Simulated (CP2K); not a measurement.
Runs of CP2K 2026.2 on WS2 (Tungstenite). The structure is hexagonal, space group P6_3/mmc (No. 194). The conventional cell has a = 3.180 Å, b = 3.180 Å, c = 12.500 Å, α = 90.00°, β = 90.00°, γ = 120.00°. W (site symmetry -6m2) has 6 S at 2.41 Å as nearest neighbours. S (site symmetry 3m) has 3 W at 2.41 Å as nearest neighbours. 

| level | cutoff radius of the dispersion sum (A) | cutoff of the non-local correlation (Ry) | gap on the mesh (eV) | pressure (GPa) | largest force (eV/Å) |
| --- | --- | --- | --- | --- | --- |
| PBEsol+D3 | 20 | - | 1.08 | -3.6 | 0.02 |
| PBEsol | - | - | 1.08 | -1.9 | (b) |
| PBEsol+D3(BJ) | 20 | - | 1.08 | -5.3 | 0.01 |
| PBEsol+D4 | 20 | - | 1.08 | -4.0 | 0.02 |
| PBEsol+rVV10 | - | 300 | (a) | -2.3 | 0.01 |

Alike in all rows: task single point; potentials or basis POTENTIAL_UZH W GTH-PBE-q14, S GTH-PBE-q6; DZVP-MOLOPT-PBE-GTH basis; no spin polarisation; cell as given; k mesh 10 × 10 × 3; smearing fermi-dirac 0.05 eV.

Q: Fill in the values left out.

A: (a) 1.07; (b) 0.03.

Caveats: the potentials were made for another functional, which shifts forces and pressure; spin-orbit coupling is left out, which moves the levels of the heavy elements; an odd mesh through Γ misses points on the zone boundary, where band edges often lie; the basis of atomic orbitals isn't converged, which shifts pressures, moduli and gaps; this functional lacks dispersion, which binds the layers, so the pressure and a relaxed spacing across them are unreliable (some runs).

A k mesh can miss the band edges, and the runs leave out spin-orbit coupling on W.
